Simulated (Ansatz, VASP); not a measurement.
**One calculation of Be, two programs**

The input INCAR:

```
ALGO = Normal
EDIFF = 1E-6
ENCUT = 520
GGA = PE
ISIF = 2
ISMEAR = 0
LASPH = T
LCHARG = F
LREAL = F
LWAVE = F
NBANDS = 7
NELM = 60
PREC = Accurate
SIGMA = 0.05
```

KPOINTS

```
k-points
0
Gamma
  18 18 18
```

The input POSCAR:

```
Be
1.0
   -1.2098749761      1.2098749761      1.2098749761
    1.2098749761     -1.2098749761      1.2098749761
    1.2098749761      1.2098749761     -1.2098749761
Be
1
Direct
    0.0000000000      0.0000000000      0.0000000000
```

Input for Ansatz:

```yaml
crystal:
  lattice:
    - [-1.2098749761, 1.2098749761, 1.2098749761]
    - [1.2098749761, -1.2098749761, 1.2098749761]
    - [1.2098749761, 1.2098749761, -1.2098749761]
  atoms:
    - { symbol: Be, position: [0.0, 0.0, 0.0] }
basis:
  ecutwfc: 420
  fft_grid_basis: typed
kpoints:
  mp_grid: { grid: [18, 18, 18] }
hamiltonian:
  xc: pbe
scf:
  occupations: { method: gaussian, width: 0.05 }
output:
  forces: true
  stress: true
  eigenvalues: true
  bader: true
  write_density: true
  volumetric_format: npy
  elf: true
```

This isn't the form of Be at room conditions, which is hcp.

Alike in both runs: task single point; functional PBE; k mesh 18 × 18 × 18; occupations gaussian, width 0.05 eV; no spin polarisation.

|  | VASP | Ansatz |
| --- | --- | --- |
| version | VASP 6.6.1 | Ansatz 0.2.0 |
| potentials or method | VASP PAW PBE potentials, release 64 (Be) | scalar-relativistic, plane waves, PAW |
| plane-wave cutoff (eV) | 520 | 420 |
| valence electrons in the cell | 2 | 2 |

```csv
,VASP,Ansatz,Ansatz less VASP
gap on the k mesh at the Fermi level (eV),none,none,-
pressure (GPa),14.5,14.3,-0.21
```

A gap of «none» marks a metal or a gap that the smearing closes.
